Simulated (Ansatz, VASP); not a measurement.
**MgO: VASP beside Ansatz**

```xyz
4
Lattice="3.4840 0.0000 0.0000 -1.7420 3.0172 0.0000 0.0000 0.0000 4.1853" Properties=species:S:1:pos:R:3 pbc="T T T"
Mg    0.0000    2.0115    1.0463
Mg    1.7420    1.0057    3.1390
O     1.7420    1.0057    1.0463
O     0.0000    2.0115    3.1390
```

Alike in both runs: task single point; functional r2SCAN; k mesh 12 × 12 × 6; no spin polarisation.

|  | VASP | Ansatz |
| --- | --- | --- |
| version | VASP 6.6.1 | Ansatz 0.2.0 |
| potentials or method | VASP PAW PBE potentials, release 64 (Mg, O) | plane waves, PAW |
| plane-wave cutoff (eV) | 520 | 500 |
| occupations | gaussian, width 0.01 eV | fixed |
| valence electrons in the cell | 16 | 32 |

VASP gave:

- gap on the k mesh at the Fermi level (eV): 4.08
- pressure (GPa): -0.8
- largest component of the traceless stress (GPa): 0.20

Task: Which values does Ansatz return?

Result: gap on the k mesh at the Fermi level (eV): 4.09; pressure (GPa): 0.0; largest component of the traceless stress (GPa): 0.01.

The two sets of potentials don't hold the same shells in valence.

Caveats: the PAW data sets were made with another functional, which shifts forces and pressure a little (VASP). A k mesh can miss the band edges. r2SCAN opens gaps a little over a GGA but as a rule still falls short of measured ones.
